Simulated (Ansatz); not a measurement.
Here is an unrelaxed guess for CaO.

```cif
data_structure
_symmetry_space_group_name_H-M 'P2_1/c'
_symmetry_Int_Tables_number 14
_cell_length_a 4.4298
_cell_length_b 3.1476
_cell_length_c 7.6560
_cell_angle_alpha 90.000
_cell_angle_beta 100.005
_cell_angle_gamma 90.000
_cell_volume 105.13
loop_
_atom_site_label
_atom_site_type_symbol
_atom_site_symmetry_multiplicity
_atom_site_Wyckoff_symbol
_atom_site_fract_x
_atom_site_fract_y
_atom_site_fract_z
_atom_site_occupancy
Ca1 Ca 4 e 0.22594 0.65954 0.88717 1
O1 O 4 e 0.27406 0.34046 0.61283 1
```

Computed with Ansatz, DFT PBE, scalar-relativistic, plane waves, PAW. Settings: cutoff 420 eV, Γ-centred mesh 4×6×2 on the computed 8-atom cell, Gaussian smearing of 0.10 eV; no spin polarisation.

Formation energies are uncorrected and refer to the elements' standard structures at the same level (O₂ as a molecule).

Q: Estimate its pressure, forces and energy as it stands.

A: The pressure is 9.9 GPa (the mean over three directions, positive in compression), the largest force is 1.10 eV/Å, and the energy is −2.50 eV/atom against the elements. The shortest distance is 2.29 Å.

Q: How much does it gain on relaxing, and where does it end?

A: Relaxing gains about 0.45 eV/atom in 14 ionic steps and ends at −2.947 eV/atom on the finer mesh. The symmetry goes from P2_1/c (No. 14) to Fm-3m (No. 225), and the primitive cell from 8 to 2 atoms. The end has the rock salt type. The volume per atom grows by 7.3 %, from 13.1 to 14.1 Å³. The shortest distance goes from 2.29 Å (Ca–O) to 2.42 Å (Ca–O). Conventional cell: a = 4.831 Å. Around Ca lie 6 O at 2.42 Å; around O lie 6 Ca at 2.42 Å.

The last run used an 8×8×8 mesh for its 2-atom cell and Gaussian smearing of 0.02 eV. The relaxation can't lower the symmetry of the start. A later test with randomly moved atoms came back to the same energy, though modes that don't fit the test's cell weren't probed.
